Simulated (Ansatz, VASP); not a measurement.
## Cross-check of Ga2SeS between VASP and Ansatz

Wanted: the spread between two codes on one cell, functional and k mesh. The structure shown is the start of the Ansatz relaxation below; VASP solves that cell, so the two are compared at the walk's first step.

Main program and level: Ansatz 0.2.0; plane waves, with VASP 6.6.1 beside it; single point at PBE.

### 1. Starting point

The cell holds 4 atoms: 1 Se, 2 Ga and 1 S. Its edges and angles: a = 3.692 Å, b = 6.394 Å, c = 33.377 Å, α = 90.0°, β = 90.0°, γ = 30.0°. As first built, before any earlier steps moved the atoms (in the runner's words): the S of the upper face replaced by Se in a single layer of GaS. Vacuum lies along c. The height across the vacuum is the one that the program set for its solve, not the one typed.

Structure file:

```cif
data_structure
_symmetry_space_group_name_H-M 'P 1'
_symmetry_Int_Tables_number 1
_cell_length_a 3.6916
_cell_length_b 6.3940
_cell_length_c 33.3765
_cell_angle_alpha 90.000
_cell_angle_beta 90.000
_cell_angle_gamma 30.000
_cell_volume 393.91
loop_
_atom_site_label
_atom_site_type_symbol
_atom_site_fract_x
_atom_site_fract_y
_atom_site_fract_z
_atom_site_occupancy
Se1 Se 0.00000 0.66667 0.38108 1
Ga2 Ga 0.00000 0.00000 0.34761 1
Ga3 Ga 0.00000 0.00000 0.27109 1
S4 S 0.00000 0.66667 0.23762 1
```

### 2. Ansatz: relaxation, PBE

Ansatz runs on its default PAW (the set named soft_2) files.

The two programs are compared at the cell with which this relaxation starts, whose forces are those of its first step.

input.yaml reads:

```yaml
crystal:
  lattice:
    - [3.6916024221, 0.0, 0.0]
    - [5.5374036331, 3.1970214782, 0.0]
    - [0.0, 0.0, 20.65]
  atoms:
    - { symbol: Se, position: [0.0, 0.6666666667, 0.61593876] }
    - { symbol: Ga, position: [0.0, 0.0, 0.56183401] }
    - { symbol: Ga, position: [0.0, 0.0, 0.43816599] }
    - { symbol: S, position: [0.0, 0.6666666667, 0.38406124] }
  periodic: [true, true, false]
kpoints:
  mp_grid: { grid: [12, 12, 1] }
scf:
  occupations: { method: fermi_dirac, width: 0.05 }
hamiltonian:
  xc: pbe
output:
  forces: true
  stress: true
relax:
  f_tol: 0.02
  max_steps: 50
  cell: {}
```

Run with:

```bash
> ansatz run input.yaml --threads 1 --pin off --max-ram 4096MiB --backend cpu --events-out ev --progress --plain --runs-dir out
```

Numbers of over 12 decimals in the logs are rounded to 6 here.

The program printed:

```text
Warning: crystal.periodic: the lattice vector that does not repeat stood 0.000° off the slab's normal, 20.650 Å along it as the deck builds it. The run solves the slab on a vector along the normal, 33.377 Å long, with every atom where it was (on the deck's vector they left 15.86 Å outside them, and the widest stretch free of ions among them is 2.55 Å). A fractional position that the run reports is one of the run's ce [...]
crystal.periodic: the lattice vector that does not repeat stood 0.000° off the slab's normal, 20.650 Å along it as the deck builds it. The run solves the slab on a vector along the normal, 33.377 Å long, with every atom where it was (on the deck's vector they left 15.86 Å outside them, and the widest stretch free of ions among them is 2.55 Å). A fractional position that the run reports is one of the run's cell, which [...]
Engine: ansatz 0.2.0, aarch64-unknown-linux-gnu
Pseudopotentials: kind: paw
Pseudopotential: Se, paw, valence charge 16, recommended cutoff 420 eV (normal), Se.paw.azcp
Pseudopotential: Ga, paw, valence charge 13, recommended cutoff 420 eV (normal), Ga.paw.azcp
Pseudopotential: S, paw, valence charge 6, recommended cutoff 420 eV (normal), S.paw.azcp
Functional definition: PBE
  parameter kappa = 0.804
  parameter beta = 0.066725
  exchange = pbe_x(kappa = kappa, mu = beta*pi^2/3)
  correlation = pbe_c(beta = beta)
Crystal: 4 atoms, lattice volume = 393.914 Å³
Basis set: ecut = 420 eV, 7707 PW (Γ), exchange–correlation on 50×90×450 points (8 copies of the dense FFT grid, shifted against one another)
Bands: 29, of which v1, the nominal top of the filled ones, is band 24 counted from 1 (23 counted from 0)
Symmetry: 6 space group operations
Space group: P3m1 (ITA 156), of the structure as read, at distance tolerance 7.3e-5 Å
k-points: 19 of 144 (time reversal used)
Non-local potential: Se, projectors of the file, l = 0: 2, l = 1: 2, l = 2: 3, l = 3: 1
Non-local potential: Ga, projectors of the file, l = 0: 2, l = 1: 2, l = 2: 3, l = 3: 1
Non-local potential: S, projectors of the file, l = 0: 2, l = 1: 2, l = 2: 2
PAW form: soft (Blöchl's): semilocal exchange-correlation on the pseudo side does not see the compensation charge
PAW one-centre angular grid: Se, 590 points (default); XC on 64 Gauss nodes
PAW one-centre angular grid: Ga, 590 points (default); XC on 64 Gauss nodes
PAW one-centre angular grid: S, 110 points (default); XC on 64 Gauss nodes
Initial density: superposition of atomic densities (neutral atoms: chi_scale 0, normalization atom), corrected by the library's trained network
Initial wavefunctions: pseudopotential atomic-orbital guess
Functional: x = pbe(κ = 0.804, μ = 0.219515), c = pbe(β = 0.066725)
SCF iter   1: F=—  HF=-13939.548678 eV  |F-HF|=—  |Δ(HF+E_count)|=         —  Δρ=9.64e-4  dr2=1.80e-2  ethr=1.77e-3  ⟨swp⟩=11.6  Hψ=3438  notcnv=0
[...]
SCF iter   3: F=—  HF=-13939.640156 eV  |F-HF|=—  |Δ(HF+E_count)|=   3.05e-2  Δρ=1.80e-3  dr2=1.71e-2  ethr=2.34e-4  ⟨swp⟩=4.6  Hψ=941  notcnv=0  defer=13
SCF iter   4: F=—  HF=-13939.637544 eV  |F-HF|=—  |Δ(HF+E_count)|=   2.61e-3  Δρ=3.13e-4  dr2=5.64e-4  ethr=3.57e-5  ⟨swp⟩=3.1  Hψ=1015  notcnv=0  defer=13
SCF iter   5: F=—  HF=-13939.637580 eV  |F-HF|=—  |Δ(HF+E_count)|=   3.54e-5  Δρ=1.10e-4  dr2=4.66e-5  ethr=1.18e-6  ⟨swp⟩=3.0  Hψ=994  notcnv=0  defer=13
SCF iter   6: F=—  HF=-13939.637619 eV  |F-HF|=—  |Δ(HF+E_count)|=   3.92e-5  Δρ=3.58e-5  dr2=3.89e-6  ethr=9.72e-8  ⟨swp⟩=3.3  Hψ=1202  notcnv=0  defer=13
SCF iter   7: F=—  HF=-13939.637621 eV  |F-HF|=—  |Δ(HF+E_count)|=   2.09e-6  Δρ=1.04e-5  dr2=4.82e-7  ethr=8.10e-9  ⟨swp⟩=2.5  Hψ=1051  notcnv=0  defer=13
SCF iter   8: F=-13939.637621 eV  HF=-13939.637621 eV  |F-HF|=7.62e-9  |Δ(HF+E_count)|=   2.01e-7  Δρ=5.18e-6  dr2=6.64e-8  ethr=8.33e-10  ⟨swp⟩=5.9  Hψ=2583  notcnv=0
SCF 2 converged in 8 iterations: F = -13939.637621 eV  dr2 = 6.64e-8
relax step   2: F+E_penalty+E_count = -13939.63762120 eV  Δ(F+E_penalty+E_count) = -8.983e-2 eV  max|allowed force component| = 1.156e-1 eV/Å  Δτ_max = 0.0944 Å  P = +0.275 N/m  Ω = 398.342 Å³  energy of the carried Pulay correction = -1.947e-4 eV  fix = [c, alpha, beta]  reactions: c +0.000 N/m  (8 SCF iters, dr2 threshold 4.00e-7 eV, accepted)
[...]
relax step   3: F+E_penalty+E_count = -13939.63873599 eV  Δ(F+E_penalty+E_count) = -1.115e-3 eV  max|allowed force component| = 2.974e-2 eV/Å  Δτ_max = 0.0096 Å  P = +0.137 N/m  Ω = 399.701 Å³  energy of the carried Pulay correction = -2.540e-4 eV  fix = [c, alpha, beta]  reactions: c +0.000 N/m  (5 SCF iters, dr2 threshold 4.00e-7 eV, accepted)
[...]
relax step   4: F+E_penalty+E_count = -13939.63882386 eV  Δ(F+E_penalty+E_count) = -8.787e-5 eV  max|allowed force component| = 7.266e-3 eV/Å  Δτ_max = 0.0009 Å  P = +0.032 N/m  Ω = 400.333 Å³  energy of the carried Pulay correction = -2.815e-4 eV  fix = [c, alpha, beta]  reactions: c +0.000 N/m  (5 SCF iters, dr2 threshold 5.53e-8 eV, accepted)
[...]
relax step   5: F+E_penalty+E_count = -13939.63910534 eV  Δ(F+E_penalty+E_count) = -2.815e-4 eV  max|allowed force component| = 7.264e-3 eV/Å  Δτ_max = 0.0000 Å  P = +0.032 N/m  Ω = 400.333 Å³  fix = [c, alpha, beta]  reactions: c +0.000 N/m  stress off target by 3.16e-2 N/m on what of the cell is left free  SCF on the basis re-selected at this cell (its energy is not comparable with the rows above)  (9 SCF iters)
basis re-selected at this cell: Δ(F+E_penalty+E_count) = -2.815e-4 eV, ΔP = -0.001 N/m vs the last step (what re-selecting the basis moved, of the pressure what is left beyond the Pulay correction that the steps carried, after the strain that the cell walked since its last selection, with what the two solves' SCF thresholds leave and, on support functions, any second-order correction that the steps lacked; it is no m [...]
SCF converged after 9 iterations
Free energy (F): -13939.639105 eV
Harris-Foulkes:  -13939.639105 eV  (|F-HF|=3.37e-9)
Internal energy: -13939.639105 eV  (E = F + TS)
E sigma→0 (E₀):  -13939.639105 eV
Fermi energy:    -4.928006 eV
--- Per-component energies (eV) ---
  E_band       = -1128.215551
  E_kinetic    = 454.374343
  E_local      = -115113.947158  (includes V_loc(G=0)·N_el)
  E_nonlocal   = 282.659732
  E_hartree    = 57078.891297
  E_xc         = -338.179796
  E_vxc        = -299.733678  (∫ρ·V_xc dr)
  E_paw        = -6489.768973  (= ΣΔE_a)
  E_vpaw       = -609.350529  (= ΣTr[D̂ρ^β])
  E_aug_tail   = -0.000792  (compensation charges beyond the density's cutoff)
  E_ewald      = 50186.332242
  E_smearing   = -0.000000  (= −TS)
  E_closure    = -0.000000  (closes the sum)
  Σ components = -13939.639105   (vs F -13939.639105, Δ=0.00e0)
--- Forces (eV/Å), atoms counted from 1 ---
  atom   1  Se     0.00000000     0.00000000     0.00489980
  atom   2  Ga    -0.00000000    -0.00000000    -0.00726423
  atom   3  Ga    -0.00000000    -0.00000000     0.00395820
  atom   4  S      0.00000000     0.00000000    -0.00159384
  max |Σ_I F_I| component: 7.44e-8 eV/Å
--- 2D stress c σ (N/m, compression-positive) ---
        0.031557      -0.000000      -0.000000
       -0.000000       0.031557      -0.000000
       -0.000000      -0.000000       0.000000
  P = ½ c Tr σ = 0.0316 N/m
--- Relaxed structure (4 steps of the walk, 4 accepted, 1 SCFs on fresh bases) ---
  F+E_penalty+E_count = -13939.63910534 eV   max|allowed force component| = 7.264e-3 eV/Å   (the final SCF, on the basis selected at the relaxed cell)
  cell:  # Å, volume = 400.3333 Å³
    - [3.721559, 2.9102221183542635e-11, 0]
    - [5.582338, 3.222964, 0]
    - [0, 0, 33.376541576]
  atoms:
    - { symbol: Se, position: [0, 0.666667, 0.381383] }
    - { symbol: Ga, position: [-1.7013321645393798e-18, -1.8503717079240055e-17, 0.345063] }
    - { symbol: Ga, position: [0, -1.8503717079240043e-17, 0.271062] }
    - { symbol: S, position: [0, 0.666667, 0.239888] }
```

In the SCF lines HF is the Harris–Foulkes energy and dr2 the Hartree energy of the density residual, in eV; the loop may stop once dr2 is under the threshold and the program's other checks hold. Hψ counts applications of the Hamiltonian.

### 3. VASP: single point, PBE, start cell

The same cell, functional, mesh and smearing now go to VASP, with its own data sets.

Lines of VASP's logs that name or quote its potential files are left out, and so is its time.

INCAR reads:

```
SYSTEM = Ga2SeS
PREC = Accurate
ENCUT = 400
EDIFF = 1E-06
NELM = 120
ISMEAR = -1
SIGMA = 0.05
LREAL = .FALSE.
ALGO = Normal
GGA = PE
NBANDS = 25
LORBIT = 11
LWAVE = .FALSE.
LCHARG = .FALSE.
ISIF = 2
LDIPOL = .TRUE.
IDIPOL = 3
DIPOL = 0.5 0.5 0.309
LVHAR = .TRUE.
LASPH = .TRUE.
GGA_COMPAT = .FALSE.
EFERMI = MIDGAP
NELMDL = -8
```

POSCAR reads:

```
Ga2SeS
1.0
    3.6916020000      0.0000000000      0.0000000000
    5.5374040000      3.1970210000      0.0000000000
    0.0000000000      0.0000000000     33.3765420000
Se Ga S
1 2 1
Direct
    0.9999995066      0.6666668752      0.3810800711
    0.0000000000      0.0000000000      0.3476055728
    0.0000000000      0.0000000000      0.2710924337
    0.9999995066      0.6666668752      0.2376179354
```

KPOINTS reads:

```
Automatic mesh
0
Gamma
12 12 1
0 0 0
```

Potentials, in the order of the species: Se, Ga_d and S (PBE family, release 64).

Run with:

```bash
> mpirun -np 1 vasp_std
```

The program printed:

```text
[banner, memory and clock lines left out]
running    1 mpi-ranks, on    1 nodes
 distrk:  each k-point on    1 cores,    1 groups
 distr:  one band on    1 cores,    1 groups

 POSCAR found type information on POSCAR SeGaS
 POSCAR found :  3 types and       4 ions
 LDA part: xc-table for (Slater+PW92), standard interpolation
 POSCAR, INCAR and KPOINTS ok, starting setup
 FFT: planning ... GRIDC
 FFT: planning ... GRID_SOFT
 FFT: planning ... GRID
 WAVECAR not read
 entering main loop
       N       E                     dE             d eps       ncg     rms          rms(c)
DAV:   1     0.231136726190E+03    0.23114E+03   -0.14560E+04  1126   0.107E+03
DAV:   2     0.135330517492E+02   -0.21760E+03   -0.21359E+03  1203   0.248E+02
DAV:   3    -0.151413722531E+02   -0.28674E+02   -0.28498E+02  1321   0.952E+01
DAV:   4    -0.161680017048E+02   -0.10266E+01   -0.10246E+01  1356   0.202E+01
DAV:   5    -0.161853420650E+02   -0.17340E-01   -0.17335E-01  1428   0.262E+00
DAV:   6    -0.161857350725E+02   -0.39301E-03   -0.39297E-03  1388   0.369E-01
DAV:   7    -0.161857459667E+02   -0.10894E-04   -0.10894E-04  1420   0.637E-02
DAV:   8    -0.161857462284E+02   -0.26173E-06   -0.26171E-06  1116   0.965E-03    0.689E+00
DAV:   9    -0.158027349291E+02    0.38301E+00   -0.96096E-01  1452   0.162E+01    0.464E+00
DAV:  10    -0.157820975436E+02    0.20637E-01   -0.58381E-01  1124   0.614E+00    0.951E-01
DAV:  11    -0.157777167842E+02    0.43808E-02   -0.76689E-02  1228   0.479E+00    0.583E-01
DAV:  12    -0.157782159032E+02   -0.49912E-03   -0.14594E-02  1292   0.962E-01    0.196E-01
DAV:  13    -0.157779225407E+02    0.29336E-03   -0.24826E-03  1091   0.666E-01    0.893E-02
DAV:  14    -0.157779138225E+02    0.87182E-05   -0.61123E-04  1132   0.308E-01    0.360E-02
[...]
DAV:  19    -0.157782950571E+02   -0.14137E-03   -0.14445E-05   884   0.137E-02    0.723E-03
DAV:  20    -0.157783225189E+02   -0.27462E-04   -0.11735E-06   940   0.958E-03    0.473E-03
DAV:  21    -0.157783536488E+02   -0.31130E-04   -0.10536E-06   848   0.480E-03    0.103E-03
DAV:  22    -0.157783615299E+02   -0.78812E-05   -0.12609E-07   876   0.261E-03    0.724E-04
DAV:  23    -0.157783740062E+02   -0.12476E-04   -0.30648E-07   781   0.484E-03    0.500E-04
DAV:  24    -0.157783750074E+02   -0.10012E-05   -0.27890E-08   844   0.205E-03    0.473E-04
DAV:  25    -0.157783766377E+02   -0.16303E-05   -0.39952E-08   781   0.155E-03    0.125E-04
DAV:  26    -0.157783771765E+02   -0.53886E-06   -0.11186E-08   756   0.679E-04
   1 F= -.15778377E+02 E0= -.15778377E+02  d E =-.113848E-09
```

OUTCAR, selected parts (step 3):

```text
ion  position               nearest neighbor table
   1  1.000  0.667  0.381-   2 2.41   2 2.41   2 2.41
   2  0.000  0.000  0.348-   1 2.41   1 2.41   1 2.41   3 2.55
   3  0.000  0.000  0.271-   4 2.41   4 2.41   4 2.41   2 2.55
   4  1.000  0.667  0.238-   3 2.41   3 2.41   3 2.41

  LATTYP: Found a hexagonal cell.
 ALAT       =     3.6916014024
 C/A-ratio  =     9.0412095894

 Subroutine GETGRP returns: Found  6 space group operations
 (whereof  6 operations were pure point group operations)

The static configuration has the point symmetry C_3v.

 Found     19 irreducible k-points:

   k-points           NKPTS =     19   k-points in BZ     NKDIM =     19   number of bands    NBANDS=     25

   dimension x,y,z NGX =    24 NGY =   42 NGZ =  224
   dimension x,y,z NGXF=    48 NGYF=   84 NGZF=  448

   ENCUT  =  400.0 eV  29.40 Ry    5.42 a.u.   6.02 10.43 54.43*2*pi/ulx,y,z

   NELECT =      38.0000    total number of electrons

 k-points in reciprocal lattice and weights: Automatic mesh
   0.00000000  0.00000000  0.00000000       0.007
   0.08333333  0.00000000  0.00000000       0.042
   0.16666667  0.00000000  0.00000000       0.042
   0.25000000  0.00000000  0.00000000       0.042
   0.33333333  0.00000000  0.00000000       0.014
   0.41666667  0.00000000  0.00000000       0.042
   0.50000000  0.00000000  0.00000000       0.021
   0.00000000  0.08333333  0.00000000       0.042
   0.16666667  0.08333333  0.00000000       0.083
[...]
0.33333333  0.25000000  0.00000000       0.083
   0.00000000  0.33333333  0.00000000       0.042

 dipolmoment           0.000000      0.000000     -0.044456 electrons x Angstroem

 average (electrostatic) potential at core
       1 -61.7032       2 -73.7036       3 -73.4755       4 -94.6613

 E-fermi :  -2.7176

 k-point     1 :       0.0000    0.0000    0.0000
  band No.  band energies     occupation
    ...
     15      -4.6803      2.00000
     16      -4.6803      2.00000
     17      -4.5359      2.00000
     18      -4.5359      2.00000
     19      -3.9870      2.00000
     20      -1.7638      0.00000
     21      -0.7194      0.00000
     22       1.2102      0.00000
     23       1.2102      0.00000
     24       1.3219      0.00000
    ...

 k-point     2 :       0.0833    0.0000    0.0000
  band No.  band energies     occupation
    ...
     15      -5.9100      2.00000
     16      -5.6273      2.00000
     17      -5.0250      2.00000
     18      -4.8931      2.00000
     19      -3.8741      2.00000
     20      -0.8278      0.00000
     21       0.1336      0.00000
     22       0.5193      0.00000
     23       1.5293      0.00000
     24       1.6639      0.00000
    ...

 k-point     3 :       0.1667    0.0000    0.0000
  band No.  band energies     occupation
    ...
     15      -6.9923      2.00000
     16      -6.1236      2.00000
     17      -6.0274      2.00000
     18      -5.7842      2.00000
     19      -4.0361      2.00000
     20      -0.3180      0.00000
     21      -0.2446      0.00000
     22       0.8258      0.00000
     23       1.7485      0.00000
     24       1.9555      0.00000
    ...

  Total        1.0423267      1.0423266     -0.7430182      0.0000003      0.0000000     -0.0000000
  in kB        4.2394813      4.2394810     -3.0220966      0.0000013      0.0000000     -0.0000000
  external PRESSURE =       1.8189552 kB  Pullay stress =       0.0000000 kB

  energy-cutoff  :      400.00
  volume of cell :      393.91
      direct lattice vectors                 reciprocal lattice vectors
     3.691602000  0.000000000  0.000000000     0.270885106 -0.469186868  0.000000000
     5.537404000  3.197021000  0.000000000     0.000000000  0.312791189  0.000000000
     0.000000000  0.000000000 33.376542000     0.000000000  0.000000000  0.029961163

 POSITION                                       TOTAL-FORCE (eV/Angst)
 -----------------------------------------------------------------------------------
      7.38320      2.13135     12.71913        -0.000000      0.000000      0.953850
      0.00000      0.00000     11.60187        -0.000000     -0.000000     -1.403346
      0.00000      0.00000      9.04813        -0.000000     -0.000000     -0.037288
      7.38320      2.13135      7.93087         0.000000      0.000000      0.486784
 -----------------------------------------------------------------------------------
    total drift:                                0.000463     -0.000511     -0.001574

  FREE ENERGIE OF THE ION-ELECTRON SYSTEM (eV)
  ---------------------------------------------------
  free  energy   TOTEN  =       -15.7783771765 eV

  energy  without entropy=      -15.7783771764  energy(sigma->0) =      -15.77837718

 vacuum level on the upper side and lower side of the slab         1.750         2.431

 total charge
# of ion       s       p       d       tot
------------------------------------------
    1        1.465   2.402   0.036   3.902
    2        0.891   0.773  10.005  11.669
    3        0.873   0.682   9.997  11.551
    4        1.351   2.337   0.000   3.688
--------------------------------------------------
tot          4.579   6.193  20.037  30.810

[... 3 further parts left out ...]
```

### 4. Side by side

Known differences besides the potentials themselves: Ansatz cuts the interaction across the vacuum, VASP repeats the sheet with a dipole correction; the data sets hold 48 valence electrons in Ansatz (on its default PAW (the set named soft_2) files) and 38 in VASP; the cutoff is 420 eV in Ansatz and 400 eV in VASP. Total energies have different zeros and are not compared.

Forces (eV/Å; atoms numbered as in POSCAR):

| atom | Ansatz x, y, z | VASP x, y, z |
| --- | --- | --- |
| Se1 | 0.000, 0.000, 0.921 | 0.000, 0.000, 0.954 |
| Ga2 | 0.000, 0.000, -1.374 | 0.000, 0.000, -1.403 |
| Ga3 | 0.000, 0.000, -0.046 | 0.000, 0.000, -0.037 |
| S4 | 0.000, 0.000, 0.499 | 0.000, 0.000, 0.487 |

The forces differ by 13 meV/Å r.m.s., which is 2.6 % of the r.m.s. force of 0.510 eV/Å (both taken over all components). With vacuum in the cell, a pressure given here is an average over mostly empty space and none of the material.

### 5. What came out

| Item | Value |
| --- | --- |
| r.m.s. force difference (single point, PBE, start cell) | 2.6 % of the r.m.s. force |

What this shows: The r.m.s. force difference is 2.6 % of the r.m.s. force (single point, PBE, start cell), within the 3 % picked in this series as the mark of a large difference. The data sets hold unlike numbers of valence electrons (48 in Ansatz and 38 in VASP), so part of the differences comes from the potentials. 1 further run of this series is not shown here. How closely two codes agree says nothing of how well the functional describes the real material.

[Lines on the potential files, build, host, timing and source positions are cut from VASP's logs without a mark.]

[Logs are printed without paths, hosts, clocks, repeated set-up lines and the standing remarks that a program may print on its own settings, such as how far it seeks lower states.]

[Hosts, paths, dates, database ids (printed as entryN), source tags and the programs' standing remarks are cut or masked in the printed files.]
